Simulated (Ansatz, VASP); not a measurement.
**Se in VASP and in Ansatz**

The input INCAR:

```
ALGO = Normal
EDIFF = 1E-8
ENCUT = 520
GGA = PE
ISIF = 2
ISMEAR = -1
LASPH = T
LCHARG = F
LEFG = T
LREAL = F
LWAVE = F
NBANDS = 16
NELM = 60
PREC = Accurate
SIGMA = 0.03
```

Contents of KPOINTS:

```
k-points
0
Gamma
  6 6 5
```

The input POSCAR:

```
Se
1.0
    4.3661999489      0.0654929992      0.0654929992
   -2.1263813734      3.7484935742      0.0239721015
    0.0743040000      0.0743040000      4.9536000000
Se
3
Direct
    0.2254000000      0.0000000000      0.3333333333
    0.0000000000      0.2254000000      0.6666666667
    0.7746000000      0.7746000000      0.0000000000
```

Input for Ansatz:

```yaml
crystal:
  lattice:
    - [4.3661999489, 0.0654929992, 0.0654929992]
    - [-2.1263813734, 3.7484935742, 0.0239721015]
    - [0.074304, 0.074304, 4.9536]
  atoms:
    - { symbol: Se, position: [0.2254, 0.0, 0.3333333333] }
    - { symbol: Se, position: [0.0, 0.2254, 0.6666666667] }
    - { symbol: Se, position: [0.7746, 0.7746, 0.0] }
kpoints:
  mp_grid: { grid: [6, 6, 5] }
scf:
  occupations: { method: fermi_dirac, width: 0.03 }
hamiltonian:
  xc: pbe
  pseudopotentials: { kind: paw }
output:
  forces: true
  stress: true
  eigenvalues: true
  efg: { contact_densities: true }
  write_density: true
  write_potential: true
  elf: true
  volumetric_format: npy
```

Change from the starting cell: equal xy, yz and zx shear strains of +3 %, PAW files.

Alike in both runs: task electric field gradients; functional PBE; k mesh 6 × 6 × 5; occupations fermi-dirac, width 0.03 eV; no spin polarisation.

|  | VASP | Ansatz |
| --- | --- | --- |
| version | VASP 6.6.1 | Ansatz 0.2.0 |
| potentials or method | VASP PAW PBE potentials, release 64 (Se) | PAW with Ansatz's default frozen-core files, scalar-relativistic |
| plane-wave cutoff (eV) | 520 | 420 |
| valence electrons in the cell | 18 | 48 |

```csv
,VASP,Ansatz,Ansatz less VASP
pressure (GPa),3.2,3.1,-0.13
largest component of the traceless stress (GPa),2.03,2.01,-0.021
rms of the force components (eV/Å),0.395,0.378,-0.0167
Vzz of the field gradient on the site that differs most (V/Å²),-515.6,-533.3,-17.71
```

Atom by atom the forces differ by 0.020 eV/Å (rms over components). The two sets of potentials don't hold the same shells in valence.

Caveats: an odd mesh through Γ misses points on the zone boundary, where band edges often lie.
